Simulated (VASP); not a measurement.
The system is HgSe.

```xyz
2
Lattice="0.0000 3.0390 3.0390 3.0390 0.0000 3.0390 3.0390 3.0390 0.0000" Properties=species:S:1:pos:R:3 pbc="T T T"
Hg    0.0000    0.0000    0.0000
Se    4.5585    4.5585    4.5585
```

```yaml
Program: VASP 6.6.1
Task: relaxation of cell and atoms
Functional: BLYP
Dispersion: D4
Potentials_or_basis: VASP PAW PBE potentials, release 64 (Hg, Se)
Cutoff: 600 eV
k_mesh: 8 × 8 × 8
Occupations: fermi-dirac, width 0.05 eV
Spin: no spin polarisation
```

At the start: pressure 4.7 GPa; volume 28.07 Å³/atom.

Problem. How do energy, volume and symmetry change on relaxing?

Solution. Over 3 steps the energy falls by 33.0 meV/atom and the volume is 30.53 Å³/atom (+8.8 %); space group F-43m (No. 216, to 0.05 Å).

Step by step:
| step | energy change (eV) | largest force (eV/Å) | pressure (GPa) | volume (Å³) |
| --- | --- | --- | --- | --- |
| 1 | 0.0000 | 0.0000 | 4.66 | 56.13 |
| 2 | -0.0578 | 0.0000 | -1.30 | 63.03 |
| 3 | -0.0660 | 0.0000 | 0.00 | 61.06 |

Final structure:
```
Hg Se
1.0
     0.00000    3.12535    3.12535
     3.12535    0.00000    3.12535
     3.12535    3.12535    0.00000
Hg Se
1 1
Cartesian
  0.0000 0.0000 0.0000
  4.6880 4.6880 4.6880
```

Caveat: the PAW data sets were made with another functional, which shifts forces and pressure a little; pairwise dispersion overbinds metals, which lowers pressure and volume.
